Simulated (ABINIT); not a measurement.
# How the form of the self-energy moves the gap of BN (Qingsongite), part 2 of 2

Wanted: the gap of BN (Qingsongite) under several approximations, with cost.

ABINIT 10.8.3; PBE and many-body steps on it, plane waves. Known limits of the many-body steps: not at the basis limit.

So far. Step 5 (G0W0, Hybertsen-Louie plasmon pole): Against G0W0 in ABINIT (8×8×8 mesh, 103 bands, screening to 304.8 eV, Godby-Needs plasmon pole), the gap moves by +0.182 eV. Step 6 (G0W0, von der Linden-Horsch plasmon pole): Against G0W0 in ABINIT (8×8×8 mesh, 103 bands, screening to 304.8 eV, Godby-Needs plasmon pole), the gap moves by +0.033 eV.

**7. G0W0, Engel-Farid plasmon pole**

Level of this step: G0W0 on PBE, plane waves, norm-conserving pseudopotentials (ABINIT).

The input, run.abi:

```
acell 3*1.0 Angstrom
rprim 
  -0.000000000000 1.807500000000 1.807500000000
  1.807500000000 0.000000000000 1.807500000000
  1.807500000000 1.807500000000 -0.000000000000
ntypat 2
znucl 5 7
natom 2
typat 1 2
xred 
  0.000000000000 0.000000000000 0.000000000000
  0.250000000000 0.250000000000 0.250000000000
pp_dirpath "pseudos"
pseudos "B.upf, N.upf"
ecut 36
ngkpt 8 8 8
nshiftk 1
shiftk 0 0 0
kptopt 1
chksymbreak 0
istwfk *1
occopt 1
irdwfk 1
optdriver 4
nband 103
gwcalctyp 0
ecutsigx 36
symsigma 1
nkptgw 2
kptgw 
  0.0000000000 0.0000000000 0.0000000000
  0.5000000000 0.5000000000 0.0000000000
bdgw 
  2 7
  3 6
ecuteps 11.2
irdscr 1
ppmodel 4
indata_prefix "in"
outdata_prefix "out"
tmpdata_prefix "tmp"
```

Run with:

```sh
$ OMP_NUM_THREADS=1 mpirun -n 4 abinit run.abi > log
```

Output:

```text
.Version 10.8.3 of ABINIT. v10.8.2 released Aug 2026.

 Symmetries : space group F-4 3 m (#216); Bravais cF (face-center cubic)
[... echo of the input left out ...]
== DATASET  1 ==================================================================
-   mpi_nproc: 4, omp_nthreads: 1 (-1 if OMP is not activated)

--- !DatasetInfo
iteration_state: {dtset: 1, }
dimensions: {natom: 2, nkpt: 29, mband: 103, nsppol: 1, nspinor: 1, nspden: 1, mpw: 869, }
cutoff_energies: {ecut:  36.0, pawecutdg:  -1.0, }
[...]
Band     E0 <VxcDFT>   SigX SigC(E0)      Z dSigC/dE  Sig(E)    E-E0       E
[...]
5  12.755 -12.570  -7.394  -4.782   0.864  -0.157 -12.230   0.340  13.095
        6  17.562 -12.696  -6.779  -5.367   0.861  -0.162 -12.222   0.474  18.036

== END DATASET(S) ==============================================================
================================================================================

 -outvars: echo values of variables after computation  --------
           etotal      0.0000000000E+00
            nband         103
             nkpt          29
          spgroup         216
 [... the other variables as echoed above ...]

 Calculation completed.
```

Wall time 5.2 s (4 MPI ranks of Arm Neoverse V1, shared host); peak memory 0.6 GiB; 21 s of CPU time.

Numbers from this step:

```
G0W0 gap on the points computed              : 6.244 eV
starting gap on the mesh                     : 4.535 eV
k of the valence top                         : 0, 0, 0
k of the conduction bottom                   : 0.5, 0.5, 0
least direct G0W0 gap on the computed points : 11.16 eV
```

Against G0W0 in ABINIT (8×8×8 mesh, 103 bands, screening to 304.8 eV, Godby-Needs plasmon pole), the gap moves by +0.183 eV.

**8. One-shot Hartree-Fock**

This step: one-shot Hartree-Fock on PBE, plane waves, norm-conserving pseudopotentials.

Edit run.abi of step 7 so:

```diff
@@ -24,4 +24,4 @@
 optdriver 4
-nband 103
-gwcalctyp 0
+nband 8
+gwcalctyp 5
 ecutsigx 36
@@ -35,5 +35,4 @@
   3 6
-ecuteps 11.2
-irdscr 1
-ppmodel 4
+ixc_sigma 40
+fftgw 31
 indata_prefix "in"
```

Output:

```text
.Version 10.8.3 of ABINIT. v10.8.2 released Aug 2026.

 Symmetries : space group F-4 3 m (#216); Bravais cF (face-center cubic)
[... echo of the input left out ...]
== DATASET  1 ==================================================================
-   mpi_nproc: 4, omp_nthreads: 1 (-1 if OMP is not activated)

--- !DatasetInfo
iteration_state: {dtset: 1, }
dimensions: {natom: 2, nkpt: 29, mband: 8, nsppol: 1, nspinor: 1, nspden: 1, mpw: 869, }
cutoff_energies: {ecut:  36.0, pawecutdg:  -1.0, }
[...]
Band     E0 <VxcDFT>   SigX SigC(E0)      Z dSigC/dE  Sig(E)    E-E0       E
[...]
5  12.755 -12.570  -7.394   0.000   1.000   0.000  -7.394   5.176  17.931
        6  17.562 -12.696  -6.779   0.000   1.000   0.000  -6.779   5.917  23.479

== END DATASET(S) ==============================================================
================================================================================

 -outvars: echo values of variables after computation  --------
           etotal      0.0000000000E+00
            nband           8
             nkpt          29
          spgroup         216
 [... the other variables as echoed above ...]

 Calculation completed.
```

Run time: 2.1 s. Hardware: 4 MPI ranks; peak memory 0.11 GiB.

This step gave:

```
quasiparticle gap on the points computed              : 13.27 eV
starting gap on the mesh                              : 4.535 eV
k of the valence top                                  : 0, 0, 0
k of the conduction bottom                            : 0.5, 0.5, 0
least direct quasiparticle gap on the computed points : 19.07 eV
```

Against G0W0 in ABINIT (8×8×8 mesh, 103 bands, screening to 304.8 eV, Godby-Needs plasmon pole), the gap moves by +7.210 eV.

**9. Screening, 8×8×8 mesh, 103 bands, screening to 304.8 eV**

This step: RPA screening on PBE, plane waves, norm-conserving pseudopotentials.

Edit run.abi of step 8 so:

```diff
@@ -23,16 +23,14 @@
 irdwfk 1
-optdriver 4
-nband 8
-gwcalctyp 5
-ecutsigx 36
-symsigma 1
-nkptgw 2
-kptgw 
-  0.0000000000 0.0000000000 0.0000000000
-  0.5000000000 0.5000000000 0.0000000000
-bdgw 
-  2 7
-  3 6
-ixc_sigma 40
-fftgw 31
+optdriver 3
+nband 103
+ecuteps 11.2
+inclvkb 2
+awtr 1
+symchi 1
+gwcalctyp 2
+nfreqre 16
+freqremax 40 eV
+nfreqim 8
+spmeth 1
+nomegasf 120
 indata_prefix "in"
```

Output:

```text
.Version 10.8.3 of ABINIT. v10.8.2 released Aug 2026.

 Symmetries : space group F-4 3 m (#216); Bravais cF (face-center cubic)
[... echo of the input left out ...]
== DATASET  1 ==================================================================
-   mpi_nproc: 4, omp_nthreads: 1 (-1 if OMP is not activated)

--- !DatasetInfo
iteration_state: {dtset: 1, }
dimensions: {natom: 2, nkpt: 29, mband: 103, nsppol: 1, nspinor: 1, nspden: 1, mpw: 869, }
cutoff_energies: {ecut:  36.0, pawecutdg:  -1.0, }
electrons: {nelect:   8.00000000E+00, charge:   0.00000000E+00, occopt:   1.00000000E+00, tsmear:   1.00000000E-02, }

 SCREENING: Calculation of the susceptibility and dielectric matrices

 Based on a program developped by R.W. Godby, V. Olevano, G. Onida, and L. Reining.
 Incorporated in ABINIT by V. Olevano, G.-M. Rignanese, and M. Torrent.
.Using double precision arithmetic ; gwpc =  8

[... cell and pseudopotentials left out ...]
--------------------------------------------------------------------------------

 ==== K-mesh for the wavefunctions ====
 Number of points in the irreducible wedge :    29
[... list of points left out ...]
 Together with 24 symmetry operations and time-reversal symmetry
 yields   512 points in the full Brillouin Zone.

 ==== Q-mesh for the screening function ====
 Number of points in the irreducible wedge :    29
[... list of points left out ...]
 Together with 24 symmetry operations and time-reversal symmetry
 yields   512 points in the full Brillouin Zone.

 setmesh: FFT mesh size selected  =    20x   20x   20
          total number of points  =         8000

 vcoul_init : cutoff-mode = AUXILIARY_FUNCTION
 q-points for optical limit:   1
     1)      0.000010    0.000020    0.000030

- screening: taking advantage of time-reversal symmetry
- Maximum band index for partially occupied states nbvw = 4
- Remaining bands to be divided among processors   nbcw = 99
- Number of bands treated by each node ~24

 Number of electrons calculated from density =    8.0000; Expected =    8.0000
 average of density, n =  0.100376
 r_s =    1.3348
 omega_plasma =   30.5612 [eV]

 calculating chi0 at frequencies [eV] :
  1    0.000000E+00    0.000000E+00
  2    2.666667E+00    0.000000E+00
  3    5.333333E+00    0.000000E+00
[...]
23    0.000000E+00    7.783396E+01
 24    0.000000E+00    1.095911E+02

--------------------------------------------------------------------------------
  q-point number  1        q = ( 0.000000, 0.000000, 0.000000) [r.l.u.]
--------------------------------------------------------------------------------
[... chi0 elements left out ...]
  [... further frequencies ...]

 No. of calculated frequencies >  15, stop printing
 For q-point:  0.000010 0.000020 0.000030
  dielectric constant =   4.3415
  dielectric constant without local fields =   4.6968

  Average fulfillment of the sum rule on Im[epsilon] for q-point    1 :     93.79  [%]
[... wings left out ...]
  q-point number  2        q = ( 0.125000, 0.000000, 0.000000) [r.l.u.]
--------------------------------------------------------------------------------
[... chi0 elements left out ...]
  [... further frequencies ...]

 No. of calculated frequencies >  15, stop printing
  Average fulfillment of the sum rule on Im[epsilon] for q-point    2 :     99.52  [%]

 [... 27 further q-points ...]
```

Run time: 2.9 min. Hardware: 4 MPI ranks; peak memory 0.93 GiB; 11 min of CPU time.

Numbers from this step:

```yaml
eps_infinity_with_local_fields_on_this_mesh_along_the_program_s_q_direction: 4.341
the_same_without_local_fields: 4.697
plasma_frequency: 30.56 eV
plane_waves_in_the_screening_matrix: 137
```

**10. G0W0, contour deformation**

This step: G0W0 on PBE, plane waves, norm-conserving pseudopotentials.

Edit run.abi of step 9 so:

```diff
@@ -23,14 +23,16 @@
 irdwfk 1
-optdriver 3
+optdriver 4
 nband 103
+gwcalctyp 2
+ecutsigx 36
+symsigma 1
+nkptgw 2
+kptgw 
+  0.0000000000 0.0000000000 0.0000000000
+  0.5000000000 0.5000000000 0.0000000000
+bdgw 
+  2 7
+  3 6
 ecuteps 11.2
-inclvkb 2
-awtr 1
-symchi 1
-gwcalctyp 2
-nfreqre 16
-freqremax 40 eV
-nfreqim 8
-spmeth 1
-nomegasf 120
+irdscr 1
 indata_prefix "in"
```

Output:

```text
.Version 10.8.3 of ABINIT. v10.8.2 released Aug 2026.

 Symmetries : space group F-4 3 m (#216); Bravais cF (face-center cubic)
[... echo of the input left out ...]
== DATASET  1 ==================================================================
-   mpi_nproc: 4, omp_nthreads: 1 (-1 if OMP is not activated)

--- !DatasetInfo
iteration_state: {dtset: 1, }
dimensions: {natom: 2, nkpt: 29, mband: 103, nsppol: 1, nspinor: 1, nspden: 1, mpw: 869, }
cutoff_energies: {ecut:  36.0, pawecutdg:  -1.0, }
[...]
Band     E0 <VxcDFT>   SigX SigC(E0)      Z dSigC/dE  Sig(E)    E-E0       E
[...]
6  17.562 -12.696  -6.779  -5.140   0.845  -0.184 -12.039   0.656  18.218
        6   0.000   0.000   0.000  -0.000   0.000   0.000  -0.000  -0.000  -0.000

== END DATASET(S) ==============================================================
================================================================================

 -outvars: echo values of variables after computation  --------
           etotal      0.0000000000E+00
            nband         103
             nkpt          29
          spgroup         216
 [... the other variables as echoed above ...]

 Calculation completed.
```

The job ended after 7.4 s (4 MPI ranks; peak memory 1.1 GiB).

This step gave:

* G0W0 gap on the points computed: 6.133 eV
* starting gap on the mesh: 4.535 eV
* k of the valence top: 0, 0, 0
* k of the conduction bottom: 0.5, 0.5, 0
* least direct G0W0 gap on the computed points: 11.03 eV

Against G0W0 in ABINIT (8×8×8 mesh, 103 bands, screening to 304.8 eV, Godby-Needs plasmon pole), the gap moves by +0.072 eV.

**11. Screening, 8×8×8 mesh, 103 bands, screening to 304.8 eV**

This step: RPA screening on PBE, plane waves, norm-conserving pseudopotentials.

Edit run.abi of step 10 so:

```diff
@@ -23,16 +23,11 @@
 irdwfk 1
-optdriver 4
+optdriver 3
 nband 103
-gwcalctyp 2
-ecutsigx 36
-symsigma 1
-nkptgw 2
-kptgw 
-  0.0000000000 0.0000000000 0.0000000000
-  0.5000000000 0.5000000000 0.0000000000
-bdgw 
-  2 7
-  3 6
 ecuteps 11.2
-irdscr 1
+inclvkb 2
+awtr 1
+symchi 1
+gwcalctyp 1
+nfreqre 0
+nfreqim 16
 indata_prefix "in"
```

Output:

```text
.Version 10.8.3 of ABINIT. v10.8.2 released Aug 2026.

 Symmetries : space group F-4 3 m (#216); Bravais cF (face-center cubic)
[... echo of the input left out ...]
== DATASET  1 ==================================================================
-   mpi_nproc: 4, omp_nthreads: 1 (-1 if OMP is not activated)

--- !DatasetInfo
iteration_state: {dtset: 1, }
dimensions: {natom: 2, nkpt: 29, mband: 103, nsppol: 1, nspinor: 1, nspden: 1, mpw: 869, }
cutoff_energies: {ecut:  36.0, pawecutdg:  -1.0, }
[...]
No. of calculated frequencies >  15, stop printing
 For q-point:  0.000010 0.000020 0.000030
  dielectric constant =   4.3109
  dielectric constant without local fields =   4.6611

  Average fulfillment of the sum rule on Im[epsilon] for q-point    1 :     93.78  [%]
[... wings left out ...]
  q-point number  2        q = ( 0.125000, 0.000000, 0.000000) [r.l.u.]
--------------------------------------------------------------------------------
[... chi0 elements left out ...]
  [... further frequencies ...]

 No. of calculated frequencies >  15, stop printing
  Average fulfillment of the sum rule on Im[epsilon] for q-point    2 :     99.52  [%]

 [... 27 further q-points ...]
```

Elapsed: 4.9 min, on 4 MPI ranks; peak memory 0.86 GiB.

This step gave:

- ε∞ with local fields, on this mesh, along the program's q direction: 4.311
- the same without local fields: 4.661
- plasma frequency: 30.56 eV
- plane waves in the screening matrix: 137

**12. G0W0, analytic continuation**

This step: G0W0 on PBE, plane waves, norm-conserving pseudopotentials.

Edit run.abi of step 11 so:

```diff
@@ -23,11 +23,18 @@
 irdwfk 1
-optdriver 3
+optdriver 4
 nband 103
+gwcalctyp 1
+ecutsigx 36
+symsigma 1
+nkptgw 2
+kptgw 
+  0.0000000000 0.0000000000 0.0000000000
+  0.5000000000 0.5000000000 0.0000000000
+bdgw 
+  2 7
+  3 6
 ecuteps 11.2
-inclvkb 2
-awtr 1
-symchi 1
-gwcalctyp 1
-nfreqre 0
-nfreqim 16
+irdscr 1
+nomegasi 12
+omegasimax 25 eV
 indata_prefix "in"
```

Output:

```text
.Version 10.8.3 of ABINIT. v10.8.2 released Aug 2026.

 Symmetries : space group F-4 3 m (#216); Bravais cF (face-center cubic)
[... echo of the input left out ...]
== DATASET  1 ==================================================================
-   mpi_nproc: 4, omp_nthreads: 1 (-1 if OMP is not activated)

--- !DatasetInfo
iteration_state: {dtset: 1, }
dimensions: {natom: 2, nkpt: 29, mband: 103, nsppol: 1, nspinor: 1, nspden: 1, mpw: 869, }
cutoff_energies: {ecut:  36.0, pawecutdg:  -1.0, }
[...]
Band     E0 <VxcDFT>   SigX SigC(E0)      Z dSigC/dE  Sig(E)    E-E0       E
[...]
6   7.074 -12.696  -6.779  -5.180   0.850  -0.177 -12.071   0.625   7.699
        6   0.000   0.000   0.000  -0.008  -0.002  -0.003  -0.008  -0.008  -0.008

== END DATASET(S) ==============================================================
================================================================================

 -outvars: echo values of variables after computation  --------
           etotal      0.0000000000E+00
            nband         103
             nkpt          29
          spgroup         216
 [... the other variables as echoed above ...]

 Calculation completed.
```

Wall time 9.2 s (4 MPI ranks); peak memory 1 GiB.

This step gave:

| Quantity | Value |
| --- | --- |
| G0W0 gap on the points computed | 6.159 eV |
| starting gap on the mesh | 4.535 eV |
| k of the valence top | 0, 0, 0 |
| k of the conduction bottom | 0.5, 0.5, 0 |
| least direct G0W0 gap on the computed points | 11.07 eV |

Against G0W0 in ABINIT (8×8×8 mesh, 103 bands, screening to 304.8 eV, Godby-Needs plasmon pole), the gap moves by +0.098 eV.

**13. Side by side**

Times are wall times on 4 MPI ranks of Arm Neoverse V1, shared host, good to a factor of about two. A run's time includes the screening step that it read.

| run | mesh | bands | screening cutoff (eV) | DFT gap (eV) | gap on the mesh (eV) | direct (eV) | ε∞ used | time |
| --- | --- | --- | --- | --- | --- | --- | --- | --- |
| G0W0, Godby-Needs plasmon pole | 8×8×8 | 103 | 304.8 | 4.535 | 6.061 | 10.971 | 4.31 | 95 s |
| G0W0, Hybertsen-Louie plasmon pole | 8×8×8 | 103 | 304.8 | 4.535 | 6.243 | 11.214 | 4.31 | 95 s |
| G0W0, von der Linden-Horsch plasmon pole | 8×8×8 | 103 | 304.8 | 4.535 | 6.094 | 11.035 | 4.31 | 88 s |
| G0W0, Engel-Farid plasmon pole | 8×8×8 | 103 | 304.8 | 4.535 | 6.244 | 11.163 | 4.31 | 88 s |
| one-shot Hartree-Fock | 8×8×8 | - | - | 4.535 | 13.271 | 19.065 | - | 2.1 s |
| G0W0, contour deformation | 8×8×8 | 103 | 304.8 | 4.535 | 6.133 | 11.033 | 4.34 | 3 min |
| G0W0, analytic continuation | 8×8×8 | 103 | 304.8 | 4.535 | 6.159 | 11.074 | 4.31 | 5.1 min |

**14. What came out**

```json
{
  "G0W0, Godby-Needs plasmon pole": "6.061 eV",
  "G0W0, Hybertsen-Louie plasmon pole": "6.243 eV",
  "G0W0, von der Linden-Horsch plasmon pole": "6.094 eV",
  "G0W0, Engel-Farid plasmon pole": "6.244 eV",
  "one-shot Hartree-Fock": "13.271 eV",
  "G0W0, contour deformation": "6.133 eV",
  "G0W0, analytic continuation": "6.159 eV",
  "known limits": "not at the basis limit"
}
```

G0W0, Hybertsen-Louie plasmon pole: +0.182 eV against G0W0, Godby-Needs plasmon pole. G0W0, von der Linden-Horsch plasmon pole: +0.033 eV against G0W0, Godby-Needs plasmon pole. G0W0, Engel-Farid plasmon pole: +0.183 eV against G0W0, Godby-Needs plasmon pole. One-shot Hartree-Fock: +7.210 eV against G0W0, Godby-Needs plasmon pole. G0W0, contour deformation: +0.072 eV against G0W0, Godby-Needs plasmon pole. G0W0, analytic continuation: +0.098 eV against G0W0, Godby-Needs plasmon pole. Bare exchange alone opens the gap to 13.27 eV; against G0W0, correlation takes back 7.21 eV. Bands and cutoff are finite, so the gap is not at the basis limit. The miss can reach some tenths of an eV and take either sign; the mesh is an error of its own. In the G0W0 runs levels were corrected at 2 k points alone, so a gap called «on the mesh» is the least over those, and an edge elsewhere would be missed.

[Paths, hosts, dates, memory and timing lines, banners, echoed tables and standing remarks are left out of the program output.]

[Logs are printed without paths, hosts, clocks, repeated set-up lines and the standing remarks that a program may print on its own settings, such as how far it seeks lower states.]

[Runs of the session that timed out or met a known fault of the program may be left out.]

[Hosts, paths, dates, database ids (printed as entryN), source tags and the programs' standing remarks are cut or masked in the printed files.]

[G0W0 gaps are taken among the corrected bands and points alone; a level outside them can change the order at an edge.]

[Where Ansatz stands beside ABINIT at settings called matched, ABINIT's density can come from a denser mesh and the files from another edition; pairs whose starting gaps differed by over 0.03 eV were left out, so agreement reads better than it is.]
